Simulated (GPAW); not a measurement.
# Si2Ni (Fm-3m) in GPAW: single point with PBEsol

Aim: the single point of Si2Ni with PBEsol.

Everything below comes from runs of GPAW 26.7.0. Logs are shortened: lines on timing, memory, paths and dates and some standing lists are left out, and cuts for length are marked. The log counts tension as positive stress, the text compression.

**1. The undisturbed crystal**

The structure is cubic, space group Fm-3m (No. 225). The conventional cell has a = 5.406 Å, b = 5.406 Å, c = 5.406 Å, α = 90.00°, β = 90.00°, γ = 90.00°. Ni (site symmetry m-3m) has 8 Si at 2.34 Å as nearest neighbours. Si (site symmetry -43m) has 4 Ni at 2.34 Å as nearest neighbours.

**2. Single point, PBEsol, collinear spin, ferromagnetic start (atoms moved at random, drawn with an rms of 0.05 Å)**

The input, run.py:

```python
from ase import Atoms
from ase.dft.bandgap import bandgap
from ase.io import write
from ase.units import GPa
from ase.parallel import parprint
from gpaw import GPAW, PW, setup_paths

setup_paths.insert(0, '.')

atoms = Atoms(['Ni', 'Si', 'Si'],
              cell=[[0.0, 2.703, 2.703],
                    [2.703, 0.0, 2.703],
                    [2.703, 2.703, 0.0]],
              scaled_positions=[[0.004926, 0.009894, -0.004602],
                                [0.753316, 0.750879, 0.766417],
                                [0.244696, 0.252961, 0.255178]],
              pbc=True)
atoms.set_initial_magnetic_moments([1.0, 0.0, 0.0])

calc = GPAW(mode=PW(600),
            xc='PBEsol',
            kpts={'size': (9, 9, 9), 'gamma': True},
            occupations={'name': 'fermi-dirac', 'width': 0.05},
            nbands=24,
            convergence={'density': 1e-05, 'energy': 1e-05},
            maxiter=150,
            txt='gpaw.txt')
atoms.calc = calc
energy = atoms.get_potential_energy()
forces = atoms.get_forces()
stress = atoms.get_stress()
calc.write('gs.gpw')
write('result.traj', atoms)
parprint(f'Energy: {energy:.6f} eV')
parprint('Forces (eV/A):')
parprint(forces.round(4))
parprint('Stress (GPa):', (stress / GPa).round(3))
parprint('Moments:', calc.get_magnetic_moments().round(3))
parprint('Fermi level:', round(calc.get_fermi_level(), 4), 'eV')
parprint(f'Gap: {bandgap(calc)[0]:.4f} eV, direct: {bandgap(calc, direct=True)[0]:.4f} eV')
```

Potentials or basis: PAW data sets generated in the run's folder for this functional, pw.

The run is started by

```sh
$ gpaw-setup -f PBEsol Ni Si
$ OMP_NUM_THREADS=1 mpirun -n 4 gpaw python run.py
```

gpaw.txt:

```text
__  _  _
 | _ |_)|_||  |
 |__||  | ||/\| - 26.7.0

Input parameters:
  mode=PW(ecut=600.0),
  convergence={'density': 1e-05, 'energy': 1e-05},
  kpts=MonkhorstPack(size=(9, 9, 9), gamma=True),
  maxiter=150,
  nbands=24,
  occupations=Occupations(name='fermi-dirac', width=0.05),
  xc=XC(name='PBEsol')

Diagonalizing LCAO Hamiltonian
Converting LCAO to pw mode

                    Si

           Si

       Ni

Atoms  # Å, Bohr magnetons
|   | symbol |        x |        y |        z |    initial magnetic moments |
|---|--------|----------|----------|----------|-----------------------------|
| 0 |     Ni | 0.014304 | 0.000876 | 0.040058 | ( 0.0000,  0.0000,  1.0000) |
| 1 |     Si | 4.101251 | 4.107838 | 4.065839 | ( 0.0000,  0.0000,  0.0000) |
| 2 |     Si | 1.373500 | 1.351159 | 1.345167 | ( 0.0000,  0.0000,  0.0000) |

Unit cell  # Å
| periodic |        x |        y |        z |  lengths |    angles |
|----------|----------|----------|----------|----------|-----------|
|      yes | 0.000000 | 2.703000 | 2.703000 | 3.822619 | 60.000000 |
|      yes | 2.703000 | 0.000000 | 2.703000 | 3.822619 | 60.000000 |
|      yes | 2.703000 | 2.703000 | 0.000000 | 3.822619 | 60.000000 |

Number of symmetries: 1
Symmetry operations  # r_c * U_cc + t_c -> r_c
|   | kind |            matrix            |
|---|------|------------------------------|
| 0 |  E   |  1, 0, 0,  0, 1, 0,  0, 0, 1 |

BZ-sampling:
  Number of BZ points: 729
  Number of IBZ points: 365

  Monkhorst-Pack size: [9, 9, 9]
  Monkhorst-Pack shift: [0, 0, 0]

K-points  # in reciprocal-cell coordinates
|     |                                coordinates |     weight |
|-----|--------------------------------------------|------------|
|   0 | (  0.00000000,   0.00000000,   0.00000000) | 0.00137174 |
|   1 | (  0.00000000,   0.00000000,   0.11111111) | 0.00274348 |
|   2 | (  0.00000000,   0.00000000,   0.22222222) | 0.00274348 |
|   3 | (  0.00000000,   0.00000000,   0.33333333) | 0.00274348 |
|   4 | (  0.00000000,   0.00000000,   0.44444444) | 0.00274348 |
|   5 | (  0.00000000,   0.11111111,  -0.44444444) | 0.00274348 |
|   6 | (  0.00000000,   0.11111111,  -0.33333333) | 0.00274348 |
|   7 | (  0.00000000,   0.11111111,  -0.22222222) | 0.00274348 |
|   8 | (  0.00000000,   0.11111111,  -0.11111111) | 0.00274348 |
|   9 | (  0.00000000,   0.11111111,   0.00000000) | 0.00274348 |
| ... |                                            |            |
| 364 | (  0.44444444,   0.44444444,   0.44444444) | 0.00274348 |

Plane wave coefficients: 1363
Cutoff: 600.0 eV

Spin-components: 2 (collinear spins)
Bands:           24
Projectors:      16
Spin-degeneracy: 1
Datatype:        complex128

Parallelization:
  kpt:    4
  domain: 1
  band:   1

Density:
  Valence electrons: 24.0
  Components: 2
  Grid points: [24 24 24]
  Charge: 0.0  # |e|

Potential:
  Grid points: [24 24 24]

species:
  Ni:
    name:    Nickel
    Z:       28.0
    valence: 16
    core:    12
    charge:  0.0  # [|e|]
    compensation charges:
      type: gauss
      rc: 0.36  # [Å]
      lmax: 2
    cutoffs:
      filter: 2.14  # [Å]
      core: 1.98  # [Å]
    projectors
    | kind |    occ | energy [eV] | rcut [Å] |
    |------|--------|-------------|----------|
    |   4s |  2.000 |      -5.661 |    1.164 |
    |   3p |  6.000 |     -71.261 |    1.207 |
    |   4p |  0.000 |      -1.193 |    1.207 |
    |   3d |  8.000 |      -8.901 |    1.138 |
    |    s |        |      21.550 |    1.164 |
    |    d |        |      18.310 |    1.138 |

    Using partial waves for Ni as LCAO basis

  Si:
    name:    Silicon
    Z:       14.0
    valence: 4
    core:    10
    charge:  0.0  # [|e|]
    compensation charges:
      type: gauss
      rc: 0.33  # [Å]
      lmax: 2
    cutoffs:
      filter: 1.86  # [Å]
      core: 2.06  # [Å]
    projectors
    | kind |    occ | energy [eV] | rcut [Å] |
    |------|--------|-------------|----------|
    |   3s |  2.000 |     -10.768 |    1.058 |
    |   3p |  2.000 |      -4.057 |    1.058 |
    |    s |        |      16.444 |    1.058 |
    |    p |        |      23.155 |    1.058 |
    |    d |        |       0.000 |    1.058 |

    Using partial waves for Si as LCAO basis

Reference energy: -57075.982251  # eV

eigensolver:
  PPCG
  Converge bands: occupied
  niter=2

density mixing:
  MSR1-Mixer
  Pratt-step length: 0.05
  Maximum mixing coefficient: 0.75
  Old densities: 10
  SVD Regularization: 0.005
  Good broyden scale: 1.0
  Trust region scale: 1.0
  Backstep threshold: 4.0
  History deletion threshold: 6.0
  Fourier metric: weight=20.0, sigma=0.015

occupation numbers:
  Fermi-Dirac:
    width: 0.0500  # eV

poisson solver:
  ecut: 4800.0  # eV

xc functional:
  name: PBEsol with 2 nearest neighbor stencil

convergence criteria:
- Maximum integral of absolute [dens]ity change: 1e-05 electrons / valence electron
- Maximum [total energy] change in last 3 cyles: 1e-05 eV / valence electron
- Maximum integral of absolute [eigenst]ate change: 4e-08 eV^2 / valence electron
maximum number of iterations: 150

SCF iterations
|iter     | |      energy | eigst |  dens |  magmom |
|---------|-|-------------|-------|-------|---------|
|iter:   1| |  -21.198873 | +0.50 |       |  +1.0014|
|iter:   2| |  -20.940819 | -1.96 | -0.93 |  +0.9590|
|iter:   3| |  -20.703535 | -1.85 | -0.98 |  +0.7012|
|iter:   4| |  -20.718033 | -2.60 | -1.22 |  +0.3240|
|iter:   5| |  -20.732310 | -3.26 | -1.69 |  +0.1658|
|iter:   6| |  -20.740423 | -3.69 | -2.05 |  -0.0176|
|iter:   7| |  -20.740757 | -4.99 | -2.53 |  -0.0020|
|iter:   8| |  -20.740877 | -5.31 | -2.83 |  -0.0024|
|iter:   9| |  -20.740879c| -7.13 | -3.59 |  -0.0005|
|iter:  10| |  -20.740880c| -8.00c| -4.07 |  -0.0001|
|iter:  11| |  -20.740880c| -7.64c| -4.73 |  +0.0000|
|iter:  12| |  -20.740880c| -8.64c| -5.28c|  +0.0000|

Converged in 12 steps
Energy contributions relative to reference atoms: (reference = -57075.982251)

Energy contributions:
  Kinetic:          13.938924
  Coulomb:          -8.913275
  Zero:              0.028041
  External:          0.000000
  Xc:              -25.790668
  Entropy:          -0.007805
  Spinorbit:         0.000000
  ----------------------------
  Free energy:     -20.744782
  Extrapolated:    -20.740880

dipole moment: (0.405624, 0.237614, -10.901483)  # |e|*Ang

Total magnetic moment: (0.000000, 0.000000, 0.000009)

Local magnetic moments
|        x |        y |         z |
|----------|----------|-----------|
| 0.000000 | 0.000000 | -0.000001 |  # Ni   0
| 0.000000 | 0.000000 |  0.000002 |  # Si   1
| 0.000000 | 0.000000 |  0.000002 |  # Si   2

Fermi level: 9.634
Eigenvalues  # (at kpt = [0.000, 0.000, 0.000])
| band index |      eig [eV] | occ [0-1] |      eig [eV] | occ [0-1] |
|------------|---------------|-----------|---------------|-----------|
|          0 |       -55.327 |     1.000 |       -55.327 |     1.000 |
|        ... |               |           |               |           |
|          2 |       -55.286 |     1.000 |       -55.286 |     1.000 |
|          3 |        -4.296 |     1.000 |        -4.296 |     1.000 |
|          4 |         4.329 |     1.000 |         4.329 |     1.000 |
|          5 |         4.368 |     1.000 |         4.368 |     1.000 |
|          6 |         4.398 |     1.000 |         4.398 |     1.000 |
|          7 |         6.053 |     1.000 |         6.053 |     1.000 |
|          8 |         6.057 |     1.000 |         6.057 |     1.000 |
|          9 |         9.290 |     0.999 |         9.290 |     0.999 |
|         10 |        11.339 |     0.000 |        11.339 |     0.000 |
|         11 |        11.359 |     0.000 |        11.359 |     0.000 |
|         12 |        11.406 |     0.000 |        11.406 |     0.000 |
|         13 |        11.632 |     0.000 |        11.632 |     0.000 |
|         14 |        11.861 |     0.000 |        11.861 |     0.000 |
|         15 |        11.966 |     0.000 |        11.966 |     0.000 |
|         16 |        14.155 |     0.000 |        14.155 |     0.000 |
|         17 |        14.260 |     0.000 |        14.260 |     0.000 |
|        ... |               |           |               |           |
|         23 |        30.552 |     0.000 |        30.551 |     0.000 |

No gap
No difference between direct/indirect transitions

Forces  # eV/Ang
|        x |        y |        z |
|----------|----------|----------|
|  0.17763 |  0.25104 | -0.35245 |  # Ni   0
| -0.21210 | -0.40984 |  0.06425 |  # Si   1
|  0.03447 |  0.15880 |  0.28821 |  # Si   2

Stress tensor  # eV/Ang^3
|         x |         y |         z |
|-----------|-----------|-----------|
| -0.003595 | -0.004340 | -0.009568 |
| -0.004340 | -0.003972 | -0.003961 |
| -0.009568 | -0.003961 | -0.003139 |

# Writing to gs.gpw (mode='')
```

It took 2.1 min on 4 MPI ranks of Arm Neoverse V2, shared host; peak memory 0.29 GiB.

What came out:

- Free energy: -20.7448 eV
- Pressure: 0.6 GPa
- Largest force: 0.468 eV/Å
- Band gap on the k mesh: none (metal or under the smearing width)
- Net moment: 0.00 μB per cell

Forces on the atoms (eV/Å):
```
Ni   0.178  0.251 -0.352
Si  -0.212 -0.410  0.064
Si   0.034  0.159  0.288
```

Caveat: the stock nickel data set gives pressures a few GPa off other programs.
